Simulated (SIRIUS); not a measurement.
Crystal: CuO.

```xyz
2
Lattice="0.0000 2.3273 2.3273 2.3273 0.0000 2.3273 2.3273 2.3273 0.0000" Properties=species:S:1:pos:R:3 pbc="T T T"
Cu    0.0000    0.0000    0.0000
O     1.1636    1.1636    1.1636
```

Measurements of this composition are mostly on another form, of space group No. 15.

- Program: SIRIUS 7.10.0
- Task: relaxation of cell and atoms
- Functional: RPBE
- Dispersion: D3
- Potentials or basis: PseudoDojo 0.4.1 PBE standard (scalar relativistic)
- Cutoff: 1254 eV
- Density cutoff: 5016 eV
- k mesh: 5 × 5 × 5
- Occupations: fermi-dirac, width 0.05 eV
- Spin: no spin polarisation

At the start: pressure -8.3 GPa; volume 12.60 Å³/atom.

Question: Where does the relaxation end?

Answer: Over 4 steps the energy falls by 25.2 meV/atom and the volume is 11.70 Å³/atom (-7.2 %); space group F-43m (No. 216, to 0.05 Å).

Step by step:
| step | energy change (eV) | largest force (eV/Å) | pressure (GPa) | volume (Å³) |
| --- | --- | --- | --- | --- |
| 1 | 0.0000 | 0.0000 | -8.33 | 25.21 |
| 2 | -0.0168 | 0.0000 | -6.99 | 24.86 |
| 3 | -0.0501 | 0.0000 | 0.79 | 23.24 |
| 4 | -0.0505 | 0.0000 | -0.06 | 23.39 |

Final structure:
```
Cu O
1.0
     0.00000    2.27001    2.27001
     2.27001    0.00000    2.27001
     2.27001    2.27001    0.00000
Cu O
1 1
Cartesian
  0.0000 0.0000 0.0000
  1.1350 1.1350 1.1350
```

Caveat: the k mesh is coarse (spacing up to 0.47 Å⁻¹), so the values aren't converged; the potentials were made for another functional, which shifts forces and pressure; an odd number of electrons without spin polarisation forces a metal; a magnetic or distorted state may lie lower; the run has no spin polarisation, though such a crystal can be magnetic; pairwise dispersion overbinds metals, which lowers pressure and volume.
